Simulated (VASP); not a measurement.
Write the native input for VASP 6.6.1 that does the following.

```
Task                   : relaxation of cell and atoms
Functional             : LDA
Potentials or basis    : VASP PAW LDA potentials, release 64 (Se, Zn)
Cutoff                 : 600 eV
k mesh                 : 5 × 5 × 4
Occupations            : fermi-dirac, width 0.05 eV
Spin                   : no spin polarisation
Target pressure        : 20 GPa
Further INCAR settings : ALGO = Normal; EDIFF = 1e-06; IBRION = 2; EDIFFG = -0.01; NSW = 40; ISIF = 3
Target pressure        : 20 GPa
```

The structure of ZnSe lies in POSCAR:

```
ZnSe
1.0
    4.1077020000      0.0000000000      0.0000000000
    0.0000000000      4.1077020000      0.0000000000
    0.0000000000      0.0000000000      6.0703500000
Se Zn
2 2
Direct
    0.5000000000      0.0000000000      0.7537200000
    0.0000000000      0.5000000000      0.2462800000
    0.5000000000      0.5000000000      0.0000000000
    0.0000000000      0.0000000000      0.0000000000
```

Measurements of this composition are mostly on another form, of space group No. 216.

These files were run (other wordings do the same):

INCAR

```
SYSTEM = ZnSe
ALGO     = Normal         ! electronic algorithm
EDIFF    = 1E-6           ! SCF threshold, eV
EDIFFG   = -0.01          ! ionic threshold
ENCUT    = 600            ! plane-wave cutoff, eV
IBRION   = 2              ! ionic algorithm
ISIF     = 3              ! what is computed and relaxed
ISMEAR   = -1             ! smearing method
LASPH    = .True.         ! aspherical terms in the spheres
LCHARG   = .False.        ! write CHGCAR
LREAL    = .False.        ! projectors in reciprocal space
LWAVE    = .False.        ! write WAVECAR
NELM     = 80             ! most SCF steps
NSW      = 40             ! ionic steps
PREC     = Accurate       ! precision mode
PSTRESS  = 200          
SIGMA    = 0.05           ! smearing width, eV
```

KPOINTS

```
k-points
0
Gamma
  5 5 4
  0 0 0
```

Potentials or basis: VASP PAW LDA potentials, release 64 (Se, Zn).

Launch:

```console
$ cat potpaw_LDA.64/Se/POTCAR potpaw_LDA.64/Zn/POTCAR > POTCAR
$ mpirun -np 1 vasp_std > vasp.out
```

It gave:

| Quantity | Value |
| --- | --- |
| Relaxed volume | 15.66 Å³/atom |
| Relaxed cell | a = 3.946 Å, b = 3.946 Å, c = 4.025 Å, α = 90.00°, β = 90.00°, γ = 90.00° |
| Space group after relaxing (to 0.05 Å) | P4/nmm (No. 129) |
| Energy change on relaxing (the enthalpy is what falls) | +181.4 meV/atom |
| Ionic steps | 25 |
| Pressure after relaxing | 20.0 GPa |
| Largest force after relaxing | 0.005 eV/Å |
| Band gap on the k mesh | none (metal or under the smearing width) |

Caveat: the cell is relaxed towards a set pressure, so the enthalpy falls and the energy may rise; the volume moved by over 15 % at a fixed basis, so the end points are rough.

Run time: 7.9 min on 1 thread of Intel(R) Xeon(R) Platinum 8375C CPU @ 2.90GHz (Ice Lake), with other jobs on the host, peak memory 0.23 GiB.
